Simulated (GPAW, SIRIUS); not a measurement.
Given: the input of a run of GPAW 26.7.0 (ASE script) on CuAu. 

The input run.py:

```python
from ase import Atoms
from ase.dft.bandgap import bandgap
from ase.io import write
from ase.units import Bohr, GPa
from gpaw import GPAW, PW, setup_paths
from gpaw.elf import elf_from_dft_calculation

setup_paths.insert(0, '.')

atoms = Atoms(['Au', 'Cu'],
              cell=[[2.8107494552, 0.0, 0.0],
                    [0.0, 2.8107494552, 0.0],
                    [0.0, 0.0, 3.685]],
              scaled_positions=[[0.0, 0.0, 0.0],
                                [0.5, 0.5, 0.5]],
              pbc=True)

calc = GPAW(mode=PW(600),
            xc='PBEsol',
            kpts={'size': (9, 9, 7), 'gamma': True},
            occupations={'name': 'fermi-dirac', 'width': 0.05},
            nbands=23,
            convergence={'density': 1e-05, 'energy': 1e-05},
            maxiter=150,
            txt='gpaw.txt')
atoms.calc = calc
energy = atoms.get_potential_energy()
forces = atoms.get_forces()
stress = atoms.get_stress()
calc.write('gs.gpw')
write('result.traj', atoms)
print(f'Energy: {energy:.6f} eV')
print('Forces (eV/A):')
print(forces.round(4))
print('Stress (GPa):', (stress / GPa).round(3))
print('Fermi level:', round(calc.get_fermi_level(), 4), 'eV')
print(f'Gap: {bandgap(calc)[0]:.4f} eV, direct: {bandgap(calc, direct=True)[0]:.4f} eV')

# fields on the real-space grid
write('density.cube', atoms, data=calc.get_pseudo_density() * Bohr**3)
write('potential.cube', atoms, data=calc.get_electrostatic_potential())
write('elf.cube', atoms, data=elf_from_dft_calculation(calc).data)
```

Potentials or basis: PAW data sets generated in the run's folder for this functional, pw.

Run with:

```console
$ gpaw-setup -f PBEsol Au Cu
$ OMP_NUM_THREADS=1 python run.py
```

**Question.** Set up the same calculation for SIRIUS 7.10.0. Potentials or basis there: PseudoDojo 0.4.1 PBEsol standard (scalar relativistic), cutoff 1254 eV.

**Answer.** As run (cutoffs and basis follow the program's own potentials, and thresholds, step limits or extra output files can differ):

The input sirius.json:

```json
{
  "control": {
    "processing_unit": "cpu",
    "verbosity": 2,
    "num_bands_to_print": 28,
    "print_forces": true,
    "print_stress": true
  },
  "parameters": {
    "electronic_structure_method": "pseudopotential",
    "xc_functionals": ["XC_GGA_X_PBE_SOL", "XC_GGA_C_PBE_SOL"],
    "gk_cutoff": 9.6,
    "pw_cutoff": 19.2,
    "ngridk": [9, 9, 7],
    "shiftk": [0, 0, 0],
    "smearing": "fermi_dirac",
    "smearing_width": 0.0018374661,
    "num_bands": 28,
    "num_mag_dims": 0,
    "num_dft_iter": 100,
    "energy_tol": 1e-08,
    "density_tol": 1e-06
  },
  "iterative_solver": {
    "type": "davidson",
    "min_tolerance": 1e-09,
    "tolerance_scale": [0.1, 0.25]
  },
  "mixer": {
    "type": "anderson",
    "beta": 0.7,
    "max_history": 8
  },
  "settings": {
    "tol_ne": 1e-10,
    "pseudo_grid_cutoff": 6.5
  },
  "unit_cell": {
    "lattice_vectors": [
      [5.311546675269, 0.0, 0.0],
      [0.0, 5.311546675269, 0.0],
      [0.0, 0.0, 6.963640769246]
    ],
    "atom_coordinate_units": "lattice",
    "atom_types": ["Au", "Cu"],
    "atom_files": {
      "Au": "Au.json",
      "Cu": "Cu.json"
    },
    "atoms": {
      "Au": [
        [0.0, 0.0, 0.0]
      ],
      "Cu": [
        [0.5, 0.5, 0.5]
      ]
    }
  }
}
```

Potentials or basis: PseudoDojo 0.4.1 PBEsol standard (scalar relativistic).

Run with:

```bash
$ upf_to_json Au.upf
$ upf_to_json Cu.upf
$ OMP_NUM_THREADS=1 sirius.scf --input=sirius.json --output=out.json --task=0
```

Both were run:

|  | GPAW | SIRIUS |
| --- | --- | --- |
| Pressure | -1.5 GPa | -4.3 GPa |

The potentials hold 22 and 38 valence electrons a cell.

Pressure is positive in compression.
